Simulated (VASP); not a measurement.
**MoSe2: relaxation of cell and atoms with PBE+D3(BJ)**

The system is MoSe2.

```
Mo Se
1.0
     3.28800    0.00000    0.00000
    -1.64400    2.84749    0.00000
     0.00000    0.00000   12.90000
Mo Se
2 4
Direct
  0.33333 0.66667 0.25000
  0.66667 0.33333 0.75000
  0.33333 0.66667 0.62500
  0.66667 0.33333 0.12500
  0.33333 0.66667 0.87500
  0.66667 0.33333 0.37500
```

| Property | Result |
| --- | --- |
| Program | VASP 6.6.1 |
| Task | relaxation of cell and atoms |
| Functional | PBE |
| Dispersion | D3(BJ) |
| Potentials or basis | VASP PAW PBE potentials, release 64 (Mo_sv, Se) |
| Cutoff | 600 eV |
| k mesh | 9 × 9 × 2 |
| Occupations | gaussian, width 0.03 eV |
| Spin | no spin polarisation |
| Further INCAR settings | ALGO = Normal; EDIFF = 1e-06; IBRION = 2; EDIFFG = -0.01; NSW = 90; ISIF = 3 |

```json
{
 "Relaxed volume": "19.74 Å³/atom",
 "Relaxed cell": "a = 3.279 Å, b = 3.279 Å, c = 12.725 Å, α = 90.00°, β = 90.00°, γ = 120.00°",
 "Space group after relaxing (to 0.05 Å)": "P6_3/mmc (No. 194)",
 "Energy gained by relaxing": "24.1 meV/atom",
 "Ionic steps": "14",
 "Pressure after relaxing": "0.0 GPa",
 "Band gap on the k mesh": "0.84 eV, indirect (least direct gap 1.46 eV)",
 "Dispersion energy per atom": "-0.479 eV"
}
```

The path:
```tsv
step	energy change (eV)	largest force (eV/Å)	pressure (GPa)	volume (Å³)
1	0.0000	1.1441	4.52	120.78
2	0.2308	1.2853	-9.26	130.92
3	-0.1073	0.1481	-1.23	124.27
4	-0.1075	0.1809	-1.04	124.14
5	-0.1225	0.1168	-0.28	122.48
6	-0.1232	0.0997	-0.06	122.02
7	-0.1275	0.0908	-0.06	121.61
8	-0.1379	0.0632	-0.04	120.35
9	-0.1435	0.0013	0.20	117.83
10	-0.1443	0.0241	0.12	118.56
11	-0.1444	0.0212	0.12	118.46
12	-0.1443	0.0191	0.13	118.39
13	-0.1425	0.1161	-0.76	118.94
14	-0.1444	0.0004	0.01	118.46
```

Final structure:
```yaml
crystal:
  lattice:
    - [3.27866, 0.00000, 0.00000]
    - [-1.63933, 2.83941, 0.00000]
    - [0.00000, 0.00000, 12.72501]
  atoms:
    - { symbol: Mo, position: [0.33333, 0.66667, 0.25000] }
    - { symbol: Mo, position: [0.66667, 0.33333, 0.75000] }
    - { symbol: Se, position: [0.33333, 0.66667, 0.61833] }
    - { symbol: Se, position: [0.66667, 0.33333, 0.11833] }
    - { symbol: Se, position: [0.33333, 0.66667, 0.88167] }
    - { symbol: Se, position: [0.66667, 0.33333, 0.38167] }
```

Levels at points of the mesh, in eV from the valence-band top:
```csv
k point,band 24,band 25,band 26,band 27,band 28,band 29
"(0.00, 0.00, 0.00)",-1.19,-0.67,0.00,2.46,2.46,2.54
"(0.00, 0.00, 0.50)",-1.51,-0.16,-0.16,2.47,2.47,2.47
```

Wall time 6.6 min on 2 MPI ranks on Intel(R) Xeon(R) Platinum 8488C (Sapphire Rapids) (shared host), peak memory 0.34 GiB a rank.

Caveat: an odd mesh through Γ misses points on the zone boundary, where band edges often lie.
